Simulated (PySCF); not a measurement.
Which level of theory gave which numbers?

1,3-cyclohexadiene, C₆H₈.
Numbering: `[CH:1]1=[CH:2][CH2:3][CH2:4][CH:5]=[CH:6]1` (hydrogens: H7 on C1; H8 on C2; H9, H10 on C3; H11, H12 on C4; H13 on C5; H14 on C6)

Structure used (PBE0-D3(BJ)/def2-TZVP), in Å, numbered top down from 1:
```
atom  x, y, z in Å
C1     0.8328    0.9507   -0.9042
C2    -0.3625    1.3159   -0.4336
C3    -1.0503    0.4793    0.6027
C4    -0.7180   -0.9975    0.4353
C5     0.7488   -1.2038    0.2052
C6     1.4633   -0.2791   -0.4416
H7     1.3602    1.5739   -1.6182
H8    -0.8186    2.2491   -0.7466
H9    -0.7164    0.8192    1.5952
H10   -2.1319    0.6308    0.5757
H11   -1.2632   -1.4049   -0.4300
H12   -1.0616   -1.5627    1.3050
H13    1.2040   -2.1400    0.5110
H14    2.5144   -0.4416   -0.6540
```

The closed-shell ground state was solved 4 times with PySCF (density fitting, gas phase), always in the pcSseg-2 basis (328 functions), with these functionals: B97-2, KT3, PBE0 and wB97X-D. One conformer (not necessarily the lowest) at the PBE0-D3(BJ)/def2-TZVP geometry, without solvent, vibrations or thermal averaging.

| row | total energy (Eh) | HOMO (eV) | LUMO (eV) | dipole (D) |
| --- | --- | --- | --- | --- |
| P | -237.3720 | -5.18 | -1.63 | 0.48 |
| Q | -233.2148 | -6.16 | -0.73 | 0.51 |
| R | -233.4203 | -7.94 | 1.06 | 0.51 |
| S | -233.4170 | -5.92 | -0.77 | 0.50 |

Which functional belongs to which row?

P = KT3, Q = PBE0, R = wB97X-D, S = B97-2. By rising HOMO–LUMO gap: KT3 (GGA) 3.55 eV; B97-2 (global hybrid, 21 % exact exchange) 5.15 eV; PBE0 (global hybrid, 25 % exact exchange) 5.43 eV; wB97X-D (range-separated hybrid) 9.00 eV. Total energies of different functionals aren't bounds to one another; each is stationary for its own functional.

The pairwise dispersion term of wB97X-D wasn't added to the energies; at a given geometry it leaves orbitals and properties as they are.
